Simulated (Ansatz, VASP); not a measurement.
**TlCl: VASP beside Ansatz**

INCAR

```
PREC = Accurate
ENCUT = 520
EDIFF = 1E-7
ISMEAR = -1
SIGMA = 0.05
LREAL = F
LASPH = T
NELM = 60
ALGO = Normal
ISIF = 2
LWAVE = F
LCHARG = T
GGA = PE
LELF = T
LVHAR = T
NBANDS = 17
```

KPOINTS

```
Automatic mesh
0
Gamma
  7 7 7
```

The input POSCAR:

```
TlCl
1.0
    3.8340000000      0.0000000000      0.0000000000
    0.0000000000      3.8340000000      0.0000000000
    0.0000000000      0.0000000000      3.8340000000
Tl Cl
1 1
Direct
    0.0000000000      0.0000000000      0.0000000000
    0.5000000000      0.5000000000      0.5000000000
```

Contents of input.yaml:

```yaml
crystal:
  lattice:
    - [3.834, 0.0, 0.0]
    - [0.0, 3.834, 0.0]
    - [0.0, 0.0, 3.834]
  atoms:
    - { symbol: Tl, position: [0.0, 0.0, 0.0] }
    - { symbol: Cl, position: [0.5, 0.5, 0.5] }
hamiltonian:
  xc: pbe
  pseudopotentials: { kind: paw }
kpoints:
  mp_grid: { grid: [7, 7, 7] }
scf:
  occupations: { method: fermi_dirac, width: 0.05 }
output:
  forces: true
  stress: true
  eigenvalues: true
```

Alike in both runs: task single point; functional PBE; k mesh 7 × 7 × 7; occupations fermi-dirac, width 0.05 eV; no spin polarisation.

|  | VASP | Ansatz |
| --- | --- | --- |
| version | VASP 6.6.1 | Ansatz 0.2.0 |
| potentials or method | VASP PAW PBE potentials, release 64 (Tl_d, Cl) | Ansatz PAW |
| plane-wave cutoff (eV) | 520 | 420 |
| valence electrons in the cell | 20 | 20 |

|  | VASP | Ansatz | Ansatz less VASP |
| --- | --- | --- | --- |
| gap on the k mesh at the Fermi level (eV) | 2.54 | 2.54 | -0.005 |
| least direct gap on the mesh (eV) | 2.54 | 2.54 | -0.005 |
| pressure (GPa) | 1.2 | 1.3 | +0.08 |

With one functional, cell and mesh, what is left measures potentials, basis and numerics.

Caveats: spin-orbit coupling is left out, which as a rule narrows the gap of such compounds by several tenths of an eV; an odd mesh through Γ misses points on the zone boundary, where band edges often lie (VASP); odd divisions of the mesh miss points on the zone boundary, where band edges often lie, so the gap on the mesh can be too wide (Ansatz).
